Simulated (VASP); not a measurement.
Here is a VASP 6.6.1 calculation.

POSCAR

```
Ag
1.0
    0.0000000000      2.0427500000      2.0427500000
    2.0427500000      0.0000000000      2.0427500000
    2.0427500000      2.0427500000      0.0000000000
Ag
1
Direct
    0.0000000000      0.0000000000      0.0000000000
```

File INCAR.step1:

```
SYSTEM = Ag
  ALGO = Damped
  EDIFF = 1E-7
  ENCUT = 600
  GGA = RP
  ISIF = 2
  ISMEAR = -5
  IVDW = 11
  LASPH = .TRUE.
  LCHARG = .TRUE.
  LMAXMIX = 4
  LREAL = .FALSE.
  LWAVE = .FALSE.
  NBANDS = 16
  NELM = 60
  PREC = Accurate
  SIGMA = 0.2
  TIME = 0.2
```

KPOINTS.step1

```
k-points
0
G
  11 11 11
  0 0 0
```

The input INCAR.step2:

```
SYSTEM = Ag
  ALGO = Damped
  EDIFF = 1E-7
  ENCUT = 600
  GGA = RP
  ICHARG = 11
  ISIF = 2
  ISMEAR = -5
  IVDW = 11
  LASPH = .TRUE.
  LCHARG = .FALSE.
  LMAXMIX = 4
  LORBIT = 11
  LREAL = .FALSE.
  LWAVE = .FALSE.
  NBANDS = 16
  NEDOS = 2001
  NELM = 60
  PREC = Accurate
  SIGMA = 0.2
  TIME = 0.2
```

File KPOINTS.step2:

```
k-points
0
G
  17 17 17
  0 0 0
```

Potentials or basis: VASP PAW PBE potentials, release 64 (Ag_sv_GW).

Command:

```sh
$ cat potpaw_PBE.64/Ag_sv_GW/POTCAR > POTCAR
$ cp INCAR.step1 INCAR
$ cp KPOINTS.step1 KPOINTS
$ mpirun -np 1 vasp_std > vasp.out
$ cp INCAR.step2 INCAR
$ cp KPOINTS.step2 KPOINTS
$ mpirun -np 1 vasp_std > vasp.out
```

Estimate the dispersion energy per atom.

-0.752 eV.

States per cell in windows of 1 eV (zero at the Fermi level; states under -8 eV left out):
```csv
from (eV),total,Ag1_d,Ag1_s,Ag1_p,Ag1_f
-8.0,0.05,0.00,0.01,0.00,0.00
-7.0,0.96,0.55,0.05,0.01,0.00
-6.0,2.78,2.04,0.04,0.02,0.00
-5.0,3.25,2.65,0.02,0.03,0.00
-4.0,3.05,2.73,0.01,0.01,0.00
-3.0,0.55,0.43,0.01,0.01,0.00
-2.0,0.23,0.09,0.02,0.01,0.00
-1.0,0.26,0.08,0.02,0.02,0.00
0.0,0.25,0.06,0.02,0.03,0.00
1.0,0.27,0.06,0.02,0.03,0.00
2.0,0.23,0.05,0.01,0.03,0.00
3.0,0.23,0.05,0.02,0.03,0.00
4.0,0.30,0.06,0.05,0.03,0.00
5.0,0.31,0.05,0.04,0.03,0.00
6.0,0.32,0.05,0.05,0.03,0.00
7.0,0.39,0.06,0.06,0.04,0.00
```
